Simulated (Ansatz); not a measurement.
# GaP: the cost of one run

Method: DFT PBEsol, scalar-relativistic, plane waves, PAW, in Ansatz 0.2.0.

2 further runs of the same task are left out: 2 set aside as unsound or not needed.

### 1 The structure to begin with

It takes space group R-3m (No. 166, trigonal). Conventional cell: a = 3.885 Å, b = 3.885 Å, c = 19.305 Å, α = 90.00°, β = 90.00°, γ = 120.00°. Around Ga (site symmetry 3m) lie 3 P at 2.40 Å and 1 Ga at 2.49 Å. P (site symmetry 3m) is surrounded by 1 P at 2.22 Å and 3 Ga at 2.40 Å.

Structure file:

```
Ga P
1.0
     1.94228    1.12138    6.43505
    -1.94228    1.12138    6.43505
     0.00000   -2.24275    6.43505
Ga P
2 2
Direct
  0.43558 0.43558 0.43558
  0.56442 0.56442 0.56442
  0.05751 0.05751 0.05751
  0.94249 0.94249 0.94249
```

It goes back to an entry of the Materials Project, which need not be the stable form.

This cell was relaxed beforehand with the same method: volume 21.02 Å³/atom, gap on the mesh 0.80 eV.

### 2 Relaxing with PBEsol

input.yaml reads:

```yaml
crystal:
  lattice:
    - [1.9422823988, 1.1213772658, 6.4350460938]
    - [-1.9422823988, 1.1213772658, 6.4350460938]
    - [0.0, -2.2427545316, 6.4350460938]
  atoms:
    - { symbol: Ga, position: [0.4355849402, 0.4355849402, 0.4355849402] }
    - { symbol: Ga, position: [0.5644150598, 0.5644150598, 0.5644150598] }
    - { symbol: P, position: [0.0575054016, 0.0575054016, 0.0575054016] }
    - { symbol: P, position: [0.9424945984, 0.9424945984, 0.9424945984] }
basis:
  ecutwfc: 420
kpoints:
  mp_grid: { grid: [12, 12, 12] }
hamiltonian:
  xc: pbesol
scf:
  occupations: { method: gaussian, width: 0.02 }
output:
  forces: true
  stress: true
  eigenvalues: true
relax:
  adjacent_minimum: "off"
  f_tol: 0.005
  max_steps: 50
  cell: { stress_tol: 0.05 }
```

On the command line:

```sh
$ ansatz run input.yaml --threads 1 --pin off --max-ram 2560MiB --backend cpu --events-out ev --progress --plain --runs-dir out
```

**Question.** How long does this run take on 1 thread of Intel Xeon Platinum 8259CL at 2.50GHz (Skylake/Cascade Lake), shared host, and how much memory does it need?

About 98 s, with a peak of 0.63 GiB.
